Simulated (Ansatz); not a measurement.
# MoS2: the cost of one run

Method: DFT r²SCAN+U (U_eff = 1 eV on Mo d), plane waves, PAW, in Ansatz 0.2.0.

The COD entry's cell or inner coordinates are ideal or old and differ from later refinements, so a difference from it is no clean test against experiment.

3 further runs of the same task are left out: 3 that didn't finish.

## Step 1: Starting point

The structure is trigonal, space group R-3m (No. 166). The conventional cell has a = 3.171 Å, b = 3.171 Å, c = 18.345 Å, α = 90.00°, β = 90.00°, γ = 120.00°. Around Mo (site symmetry -3m) lie 6 S at 2.39 Å. Around S (site symmetry 3m) lie 3 Mo at 2.39 Å.

Coordinates:

```
Mo S
1.0
     1.58550    0.91539    6.11500
    -1.58550   -0.91539   12.23000
     0.00000   -3.66156   12.23000
Mo S
2 4
Direct
  0.00000 0.00000 0.00000
  0.00000 0.00000 0.50000
  0.75000 0.75000 0.00000
  0.25000 0.25000 0.00000
  0.75000 0.75000 0.50000
  0.25000 0.25000 0.50000
```

An earlier series on this cell reached its lowest free state from «ferrimagnetic site moments held at first, then free», perhaps among other starts.

## Step 2: Site moments held (series factor 1.05; the input gives the size)

Contents of input.yaml:

```yaml
crystal:
  lattice:
    - [1.58550029, 0.91538902, 6.11499825]
    - [-1.58550029, -0.91538902, 12.2299965]
    - [0.0, -3.66155608, 12.2299965]
  atoms:
    - { symbol: Mo, position: [0.0, 0.0, 0.0], spin: 2.1 }
    - { symbol: S, position: [0.75, 0.75, 0.0] }
    - { symbol: S, position: [0.25, 0.25, 0.0] }
    - { symbol: Mo, position: [0.0, 0.0, 0.5], spin: 2.1 }
    - { symbol: S, position: [0.75, 0.75, 0.5] }
    - { symbol: S, position: [0.25, 0.25, 0.5] }
basis:
  ecutwfc: 500
  ecutrho_ratio: 4
kpoints:
  mp_grid: { grid: [7, 7, 7] }
hamiltonian:
  xc: r2scan
  hubbard:
    sites:
      - { site: 0, l: d, u_eff: 1.0, starting_ns: [{ spin: up, occupation_matrix: s0up }, { spin: down, occupation_matrix: s0down }] }
      - { site: 3, l: d, u_eff: 1.0, starting_ns: [{ spin: up, occupation_matrix: s3up }, { spin: down, occupation_matrix: s3down }] }
    occupation_matrices:
      s0up:
        matrix:
          - [0.22275, -0.28131, -0.16268, -0.10672, -0.18578]
          - [-0.28131, 0.57109, -0.053, -0.044, 0.36872]
          - [-0.16268, -0.053, 0.63373, 0.4186, -0.04329]
          - [-0.10672, -0.044, 0.4186, 0.30563, -0.03477]
          - [-0.18578, 0.36872, -0.04329, -0.03477, 0.2668]
      s0down:
        matrix:
          - [0.02, 0.0, 0.0, 0.0, 0.0]
          - [0.0, 0.02, 0.0, 0.0, 0.0]
          - [0.0, 0.0, 0.02, 0.0, 0.0]
          - [0.0, 0.0, 0.0, 0.02, 0.0]
          - [0.0, 0.0, 0.0, 0.0, 0.02]
      s3up:
        matrix:
          - [0.22275, -0.28131, -0.16268, -0.10672, -0.18578]
          - [-0.28131, 0.57109, -0.053, -0.044, 0.36872]
          - [-0.16268, -0.053, 0.63373, 0.4186, -0.04329]
          - [-0.10672, -0.044, 0.4186, 0.30563, -0.03477]
          - [-0.18578, 0.36872, -0.04329, -0.03477, 0.2668]
      s3down:
        matrix:
          - [0.02, 0.0, 0.0, 0.0, 0.0]
          - [0.0, 0.02, 0.0, 0.0, 0.0]
          - [0.0, 0.0, 0.02, 0.0, 0.0]
          - [0.0, 0.0, 0.0, 0.02, 0.0]
          - [0.0, 0.0, 0.0, 0.0, 0.02]
    ns_hold: { iters: 8 }
scf:
  occupations: { method: gaussian, width: 0.05 }
  lower_state_search: "off"
  max_iter: 150
output:
  forces: true
  stress: true
  eigenvalues: true
  populations: true
  hubbard: { sites: [{ site: 0, l: d }, { site: 3, l: d }] }
magnetization:
  spin_polarized: true
  spin_locking: { lock_spins: true }
```

The typed matrices are held for 8 cycles. The lock stays on to the end, so the result is a constrained state.

On the command line:

```sh
$ ansatz run input.yaml --threads 8 --pin off --max-ram 12288MiB --backend cpu --events-out ev --progress --plain --runs-dir out
```

Q: Estimate wall time and peak memory on 8 threads of Arm Neoverse N1, shared host.

About 2.9 min, with a peak of 1.9 GiB.
